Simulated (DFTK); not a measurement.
The system is KTaO3.

```
CELL_PARAMETERS angstrom
3.98830 0.00000 0.00000
0.00000 3.98830 0.00000
0.00000 0.00000 3.98830
ATOMIC_POSITIONS crystal
Ta 0.00000 0.00000 0.00000
K 0.50000 0.50000 0.50000
O 0.00000 0.00000 0.50000
O 0.00000 0.50000 0.00000
O 0.50000 0.00000 0.00000
```

Base run:

```yaml
Program: DFTK 0.8.2
Functional: PBE
Potentials_or_basis: dojo.nc.sr.pbe.v0_4_1.standard.upf (PBE)
Cutoff: 1143 eV
k_mesh: 7 × 7 × 7
Occupations: fermi-dirac, width 0.05 eV
Spin: no spin polarisation
```

Its results: band gap on the k mesh 2.30 eV, indirect (least direct gap 2.87 eV).

Task: The run is repeated on the same cell with these changes: functional from PBE to PBEsol; potentials or basis from dojo.nc.sr.pbe.v0_4_1.standard.upf (PBE) to SPMS 1.0 (PBE); cutoff from 1143 eV to 816 eV. What comes out?

Result: Band gap on the k mesh 2.20 eV, indirect (least direct gap 2.79 eV).

Caveats: spin-orbit coupling is left out, which moves the levels of the heavy elements; an odd mesh through Γ misses points on the zone boundary, where band edges often lie (some runs).

Not every run made on this cell is shown here.
